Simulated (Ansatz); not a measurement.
**Bands, cutoff and cost in G0W0 for BP (honeycomb monolayer)**

Aim: see how the G0W0 gap of BP (honeycomb monolayer) on PBEsol moves with empty bands and screening cutoff, and what each rung costs.

Method: G0W0 on PBEsol, plane waves, PAW; PAW set soft_1, in Ansatz 0.2.0.

## (1) Starting point

The cell holds 2 atoms: 1 B and 1 P. Its edges and angles: a = 3.195 Å, b = 3.195 Å, c = 23.200 Å, α = 90.0°, β = 90.0°, γ = 120.0°. Vacuum lies along c.

The structure was relaxed with PBEsol-D3(BJ). The runs that relaxed it are not among those shown. The Coulomb interaction is cut off across the vacuum.

## (2) 122 empty bands, screening to 41 eV

Now the one-shot GW correction: screening in the RPA, then the self-energy of the levels asked for. This step takes PAW set soft_1 files.

input.yaml reads:

```yaml
crystal:
  lattice:
    - [3.1951016605, 0.0, 0.0]
    - [-1.5975508303, 2.7670392057, 0.0]
    - [0.0, 0.0, 23.2]
  atoms:
    - { symbol: B, position: [0.3333333333, 0.6666666667, 0.5] }
    - { symbol: P, position: [0.6666666667, 0.3333333333, 0.5] }
  periodic: [true, true, false]
kpoints:
  mp_grid: { grid: [6, 6, 1] }
hamiltonian:
  xc: pbesol
  pseudopotentials: { kind: paw, azcp: { folder: soft_1 }, xc_functional: pbe }
scf:
  occupations: { method: fixed }
gw:
  n_empty_bands: 122
  ecut_chi: 41
  qp_bands: [v2, c2]
  qp_kpoints: band_edges
  screening: { model: contour_deformation }
```

On the command line:

```console
ansatz run input.yaml --threads 8 --pin off --max-ram 17510MiB --backend cpu --events-out ev --progress --plain --runs-dir out
```

Numbers of over 12 decimals in the logs are rounded to 6 here.

What it wrote:

```text
Engine: ansatz 0.2.0, x86_64-unknown-linux-gnu
Pseudopotentials: kind: paw
Pseudopotential: B, paw, valence charge 3, recommended cutoff 420 eV (normal), soft_1/B.paw.azcp
Pseudopotential: P, paw, valence charge 5, recommended cutoff 420 eV (normal), soft_1/P.paw.azcp
Functional definition: PBEsol
  exchange = pbesol_x
  correlation = pbesol_c
Crystal: 2 atoms, lattice volume = 205.111 Å³
Basis set: ecut = 420 eV, 4037 PW (Γ)
Bands: 8, of which v1, the nominal top of the filled ones, is band 4 counted from 1 (3 counted from 0)
Symmetry: 12 space group operations
Space group: P-6m2 (ITA 187), of the structure as read, at distance tolerance 5.9e-5 Å
k-points: 7 of 36 (time reversal used)
Non-local potential: B, projectors of the file, l = 0: 2, l = 1: 2, l = 2: 1
Non-local potential: P, projectors of the file, l = 0: 2, l = 1: 2, l = 2: 1
PAW form: soft (Blöchl's): semilocal exchange-correlation on the pseudo side does not see the compensation charge
PAW frozen core: B, regenerated for the run's functional, and the local potential with it (the file was generated under x = pbe(κ = 0.804, μ = 0.219515), c = pbe(β = 0.066725))
PAW frozen core: P, regenerated for the run's functional, and the local potential with it (the file was generated under x = pbe(κ = 0.804, μ = 0.219515), c = pbe(β = 0.066725))
PAW one-centre angular grid: B, 110 points (default); XC on 64 Gauss nodes
PAW one-centre angular grid: P, 110 points (default); XC on 64 Gauss nodes
Initial density: superposition of atomic densities (neutral atoms: chi_scale 0, normalization atom)
Initial wavefunctions: pseudopotential atomic-orbital guess
Functional: x = pbesol(κ = 0.804, μ = 0.123457), c = pbesol(β = 0.046)
SCF iter   1: F=—  HF=-893.435366 eV  |F-HF|=—  |Δ(HF+E_count)|=         —  Δρ=3.09e-2  dr2=2.31e0  ethr=3.10e-3  ⟨swp⟩=7.7  Hψ=516  notcnv=0  defer=14
preconditioner: auto → none  [insulator: Δε(μ)=0.021 eV  Ē_g=12.053 eV  n_scr=10 (ndim 8)  ℏωp=7.3 eV  f_vac=0.766  ε∞_Penn≈1.4]
SCF iter   2: F=—  HF=-892.676744 eV  |F-HF|=—  |Δ(HF+E_count)|=   7.59e-1  Δρ=1.15e-2  dr2=2.23e-1  ethr=3.10e-3  ⟨swp⟩=3.9  Hψ=195  notcnv=0  defer=13
SCF iter   3: F=—  HF=-892.617090 eV  |F-HF|=—  |Δ(HF+E_count)|=   5.97e-2  Δρ=4.44e-3  dr2=2.44e-2  ethr=2.78e-3  ⟨swp⟩=2.9  Hψ=139  notcnv=0  defer=13
SCF iter   4: F=—  HF=-892.611575 eV  |F-HF|=—  |Δ(HF+E_count)|=   5.52e-3  Δρ=9.88e-4  dr2=1.06e-3  ethr=3.05e-4  ⟨swp⟩=3.3  Hψ=111  notcnv=0  defer=13
SCF iter   5: F=—  HF=-892.611528 eV  |F-HF|=—  |Δ(HF+E_count)|=   4.63e-5  Δρ=7.21e-5  dr2=4.79e-6  ethr=1.33e-5  ⟨swp⟩=3.6  Hψ=110  notcnv=0  defer=14
SCF iter   6: F=—  HF=-892.611529 eV  |F-HF|=—  |Δ(HF+E_count)|=   6.57e-7  Δρ=1.15e-5  dr2=3.09e-7  ethr=5.99e-8  ⟨swp⟩=3.6  Hψ=110  notcnv=0  defer=13
SCF iter   7: F=-892.611529 eV  HF=-892.611529 eV  |F-HF|=1.15e-9  |Δ(HF+E_count)|=   3.77e-8  Δρ=1.83e-6  dr2=4.45e-9  ethr=1.25e-9  ⟨swp⟩=12.7  Hψ=494  notcnv=0
SCF 1 converged in 7 iterations: F = -892.611529 eV  dr2 = 4.45e-9
  greatest PAW one-centre occupation: 0.765 electrons in one spin orbital (limit 2), on the P atom at site 1 (counted from 0), in its partial waves of l = 0
NSCF: frozen V_eff on 7 k-points
G₀W₀ screening: q 1/7
[... further progress lines ...]
SCF converged after 7 iterations
Free energy (F): -892.611529 eV
Harris-Foulkes:  -892.611529 eV  (|F-HF|=1.15e-9)
Internal energy: -892.611529 eV  (E = F + TS)
E sigma→0 (E₀):  -892.611529 eV
Fermi energy:    -5.140274 eV
--- Per-component energies (eV) ---
  E_band       = -89.626579
  E_kinetic    = 117.911064
  E_local      = -3463.165270  (includes V_loc(G=0)·N_el)
  E_nonlocal   = 40.942611
  E_hartree    = 1661.805242
  E_xc         = -104.112361
  E_vxc        = -98.581649  (∫ρ·V_xc dr)
  E_paw        = -618.354051  (= ΣΔE_a)
  E_vpaw       = -10.343433  (= ΣTr[D̂ρ^β])
  E_aug_tail   = 0.000006  (compensation charges beyond the density's cutoff)
  E_ewald      = 1472.300423
  E_core_change = 0.060807  (= ΣΔE_core)
  E_smearing   = -0.000000  (= −TS)
  E_closure    = 0.000000  (closes the sum)
  Σ components = -892.611529   (vs F -892.611529, Δ=0.00e0)
--- Band table (eV; the first three rows and the last of 7) ---
  k-point 0: bands = ["-18.9133", "-9.3904", "-6.7856", "-6.7856", "-1.3430 (-1.3431°)", "-0.4927", "-0.4927", "-0.1810"]
  k-point 1: bands = ["-18.4884", "-8.9275", "-8.5947", "-7.4778", "-1.1907 (-1.1907°)", "-0.7437 (-0.7438°)", "0.3508", "1.0159"]
  k-point 2: bands = ["-17.2787", "-11.6292", "-8.4386", "-7.6015", "-1.9912", "-1.6185", "0.7467", "1.9549"]
  k-point 6: bands = ["-15.4127", "-13.0721", "-11.5308", "-5.1403", "-4.3062", "1.1227", "2.1969", "3.2560"]
  ° read free of the cell's end (the report's vacuum.weakly_bound_levels)
--- G₀W₀: contour deformation, 6 samples at zero and on the imaginary axis and 2 off it, 36 q-points, 122 empty bands' worth ---
  eigenvalues of the whole cell's RPA ε∞ on this k-mesh (on a slab, of 1 + 4πα/V) = 1.1054, 8.4361, 8.4361; static W/v taken at q = 0 is 0.363732
  gw.qp_kpoints: band_edges: 5 of 7 stored k-points solved, in 1 pass; an edge of the gap read off the rows below is read off those points alone
    valence top: of the k-points left out ik 5 came nearest to being solved in a further pass, in band 4 (counted from 1, as in the quasiparticle table): it holds the edge there only if its correction is more favourable than any solved in that band by at least 1.249 eV; those differ by 0.129 eV
    conduction bottom: of the k-points left out ik 5 came nearest to being solved in a further pass, in band 5 (counted from 1, as in the quasiparticle table): it holds the edge there only if its correction is more favourable than any solved in that band by at least 0.708 eV; those differ by 0.662 eV
  `?` marks the rows in doubt; gw_qp.tsv's column doubts and the gw_qp event give each row's grounds
    ik  band        ε_KS         Σx   Σc(E_QP)       V_xc       Z   E_QP_lin       E_QP  E_QP is
     0     3     -6.7856   -17.7901     2.6797   -15.1475  0.6142    -6.7487    -6.7485  root
     0     4     -6.7856   -17.7901     2.6797   -15.1475  0.6142    -6.7487    -6.7485  root
     0     5     -1.3430    -1.7292    -2.5850    -4.3084  0.6905    -1.3487    -1.3488  root
     0     6     -0.4927    -7.7801    -4.8149   -13.3166  0.6059     0.3780     0.2289  root ?
     1     3     -8.5947   -18.1999     3.3046   -14.8726  0.5809    -8.6175    -8.6174  root ?
     1     4     -7.4778   -17.7752     2.8692   -14.9101  0.6060    -7.4737    -7.4737  root
     1     5     -1.1907    -6.9897    -4.4082   -12.0367  0.6165    -0.4550    -0.5518  root
     1     6     -0.7437    -2.2942    -2.7769    -5.1498  0.6811    -0.6642    -0.6649  root
     2     3     -8.4386   -17.9791     3.2360   -14.7067  0.5902    -8.4750    -8.4750  root ?
     2     4     -7.6015   -14.0197     2.4709   -11.4570  0.5492    -7.6947    -7.6932  root ?
     2     5     -1.9912    -7.7346    -4.4327   -12.8240  0.6202    -1.2293    -1.3345  root ?
     2     6     -1.6185    -6.8011    -4.4739   -11.7320  0.5502    -1.1368    -1.1616  root ?
     3     3     -8.8118   -18.0888     3.3864   -14.6501  0.5883    -8.8644    -8.8641  root ?
     3     4     -6.2316   -13.6753     1.5801   -12.0405  0.6002    -6.2866    -6.2863  root
     3     5     -3.7303    -7.1649    -3.3320   -10.9395  0.6198    -3.2512    -3.2877  root
     3     6     -2.3187    -7.7788    -4.3591   -12.7787  0.6187    -1.5819    -1.6778  root
     6     3    -11.5308   -17.6147     4.2951   -13.2864  0.5031   -11.5642   -11.5640  root ?
     6     4     -5.1403   -13.6705     0.9248   -12.7537  0.6166    -5.1322    -5.1322  root
     6     5     -4.3062    -7.5360    -3.0679   -11.0654  0.6178    -3.8040    -3.8447  root
     6     6      1.1227    -3.4714    -4.1648    -7.9785  0.6813     1.4814     1.4650  root
```

Run time: 3.7 s. Hardware: 8 threads of Intel Xeon at 2.60GHz (Ice Lake), shared host; peak memory 1.2 GiB; 24 s of CPU time.

This step gave:

```yaml
bands_summed: 126
plane_waves_in_the_screening_matrix: 127
q_points_in_the_mesh: 36
g0w0_gap_on_the_mesh: 1.288 eV
k_of_the_valence_top: 0.3333, 0.3333, 0
k_of_the_conduction_bottom: 0.3333, 0.3333, 0
starting_gap_on_the_mesh: 0.8341 eV
z_at_the_valence_top: 0.6166
z_at_the_conduction_bottom: 0.6178
least_direct_g0w0_gap_on_the_computed_points: 1.288 eV
```

The gap on the mesh goes from 0.83 eV to 1.29 eV, a correction of +0.45 eV. Between the two edge states, bare exchange in place of the xc potential would open the gap by 4.45 eV, and correlation takes back 3.99 eV.

## (3) 302 empty bands, screening to 75 eV

Another rung: the empty bands reach about as high as the screening cutoff, so the two stay in balance.

input.yaml, as its differences from that of step 2:

```diff
@@ -16,5 +16,6 @@
   occupations: { method: fixed }
+  convergence: { dr2_threshold: 1.0e-10 }
 gw:
-  n_empty_bands: 122
-  ecut_chi: 41
+  n_empty_bands: 302
+  ecut_chi: 75.0
   qp_bands: [v2, c2]
```

What it wrote:

```text
[...]
Crystal: 2 atoms, lattice volume = 205.111 Å³
Basis set: ecut = 420 eV, 4037 PW (Γ)
Bands: 8, of which v1, the nominal top of the filled ones, is band 4 counted from 1 (3 counted from 0)
[... 1 set-up line as in the run before ...]
[...]
k-points: 7 of 36 (time reversal used)
[...]
SCF iter   1: F=—  HF=-893.435366 eV  |F-HF|=—  |Δ(HF+E_count)|=         —  Δρ=3.09e-2  dr2=2.31e0  ethr=3.10e-3  ⟨swp⟩=7.7  Hψ=516  notcnv=0  defer=14
[...]
SCF iter   8: F=-892.611529 eV  HF=-892.611529 eV  |F-HF|=2.41e-11  |Δ(HF+E_count)|=   2.20e-9  Δρ=1.56e-7  dr2=5.76e-11  ethr=1.25e-12  ⟨swp⟩=12.1  Hψ=558  notcnv=0
SCF 1 converged in 8 iterations: F = -892.611529 eV  dr2 = 5.76e-11
[...]
NSCF: frozen V_eff on 7 k-points
G₀W₀ screening: q 1/7
[... further progress lines ...]
SCF converged after 8 iterations
Free energy (F): -892.611529 eV
[...]
Internal energy: -892.611529 eV  (E = F + TS)
E sigma→0 (E₀):  -892.611529 eV
Fermi energy:    -5.140260 eV
[...]
--- Band table (eV; the first three rows and the last of 7) ---
[...]
° read free of the cell's end (the report's vacuum.weakly_bound_levels)
[...]
bands read: the sum over 306 bands ends inside a degenerate multiplet in 1 slot, whose members it reads at an even weight; the widest, k=0: bands 306 to 307 (counted from 1) at 1/2 each
[...]
0     3     -6.7856   -17.7901     2.3729   -15.1475  0.6098    -7.0666    -7.0552  root
     0     4     -6.7856   -17.7901     2.3729   -15.1475  0.6098    -7.0666    -7.0552  root
     0     5     -1.3430    -1.7292    -2.6229    -4.3085  0.6903    -1.3863    -1.3866  root
     0     6     -0.4927    -7.7802    -4.9925   -13.3166  0.6016     0.1172     0.0513  root
     1     3     -8.5946   -18.1999     3.0490   -14.8726  0.5710    -8.8871    -8.8729  root ?
     1     4     -7.4777   -17.7752     2.5816   -14.9101  0.6018    -7.7746    -7.7612  root
     1     5     -1.1907    -6.9896    -4.5822   -12.0365  0.6130    -0.6836    -0.7260  root
     1     6     -0.7437    -2.2943    -2.8314    -5.1500  0.6801    -0.7193    -0.7194  root
     2     3     -8.4385   -17.9790     2.9683   -14.7067  0.5872    -8.7578    -8.7425  root ?
     2     4     -7.6015   -14.0196     2.3201   -11.4570  0.5432    -7.8559    -7.8441  root ?
     2     5     -1.9911    -7.7346    -4.6047   -12.8240  0.6154    -1.4608    -1.5065  root
     2     6     -1.6185    -6.8011    -4.7026   -11.7319  0.5399    -1.3850    -1.3903  root ?
     3     3     -8.8117   -18.0888     3.1247   -14.6501  0.5846    -9.1424    -9.1257  root ?
     3     4     -6.2315   -13.6753     1.3866   -12.0405  0.5925    -6.4903    -6.4798  root ?
     3     5     -3.7303    -7.1649    -3.5245   -10.9395  0.6153    -3.4708    -3.4802  root
     3     6     -2.3187    -7.7788    -4.5264   -12.7787  0.6125    -1.8073    -1.8452  root
     6     3    -11.5308   -17.6146     4.1200   -13.2864  0.4980   -11.7496   -11.7391  root ?
     6     4     -5.1403   -13.6704     0.7053   -12.7536  0.6107    -5.3581    -5.3518  root
     6     5     -4.3062    -7.5360    -3.2762   -11.0654  0.6130    -4.0435    -4.0530  root
     6     6      1.1227    -3.4714    -4.3058    -7.9785  0.6632     1.3269     1.3239  root
```

It took 15 s on 8 threads; peak memory 3 GiB.

This step gave:

```
bands summed                                 : 306
plane waves in the screening matrix          : 297
q-points in the mesh                         : 36
G0W0 gap on the mesh                         : 1.299 eV
k of the valence top                         : 0.3333, 0.3333, 0
k of the conduction bottom                   : 0.3333, 0.3333, 0
starting gap on the mesh                     : 0.8341 eV
Z at the valence top                         : 0.6107
Z at the conduction bottom                   : 0.6130
least direct G0W0 gap on the computed points : 1.299 eV
```

Against the run with 6×6×1 mesh, 122 empty bands, screening to 41 eV, PAW set soft_1 files, the gap moves by +0.011 eV.

## (4) Side by side

Times are wall times on 8 threads of Intel Xeon at 2.60GHz (Ice Lake), shared host, good to a factor of about two.

```
 mesh           files            frequency  bands summed  cutoff (eV)  start (eV)  G0W0 (eV)   time  host memory (GiB)
6×6×1  PAW set soft_1  contour deformation           126           41       0.834      1.288  3.7 s                1.2
6×6×1  PAW set soft_1  contour deformation           306           75       0.834      1.299   15 s                3.0
```

The parts of the quasiparticle energy at the two band edges (eV; QP = start + Σx + Σc − Vxc):

```
      run               edge  start      Σx     Σc     Vxc     Z     QP
126 bands        valence top  -5.14  -13.67   0.92  -12.75  0.62  -5.13
126 bands  conduction bottom  -4.31   -7.54  -3.07  -11.07  0.62  -3.84
306 bands        valence top  -5.14  -13.67   0.71  -12.75  0.61  -5.35
306 bands  conduction bottom  -4.31   -7.54  -3.28  -11.07  0.61  -4.05
```

## (5) Summary of results

```json
{
 "126 bands, 41 eV": "1.288 eV",
 "306 bands, 75 eV": "1.299 eV",
 "estimated limit in bands and cutoff": "1.31 eV",
 "mesh and start": "6×6×1, PBEsol"
}
```

In words: A line in one over the bands through the two rungs gives 1.31 eV, +0.01 eV from the top rung; with two points alone it is an unchecked estimate. The rungs stand 0.02 eV (126 bands) and 0.01 eV (306 bands) from it. From 126 to 306 bands the gap moves by +0.01 eV while the time grows 4.0-fold. Σc changes by −0.22 eV at the valence top and −0.21 eV at the conduction bottom, so the levels themselves move more than the gap between them. The mesh in the plane is coarse for a sheet; gap and any exciton binding can still move on denser ones.

[Paths, hosts, dates, memory and timing lines, banners, echoed tables and standing remarks are left out of the program output.]

[Logs are printed without paths, hosts, clocks, repeated set-up lines and the standing remarks that a program may print on its own settings, such as how far it seeks lower states.]

[Runs of the session that timed out or met a known fault of the program may be left out.]

[Cells called generated may have been cut or substituted from an entry of the Crystallography Open Database or the Materials Project.]

[Hosts, paths, dates, database ids (printed as entryN), source tags and the programs' standing remarks are cut or masked in the printed files.]
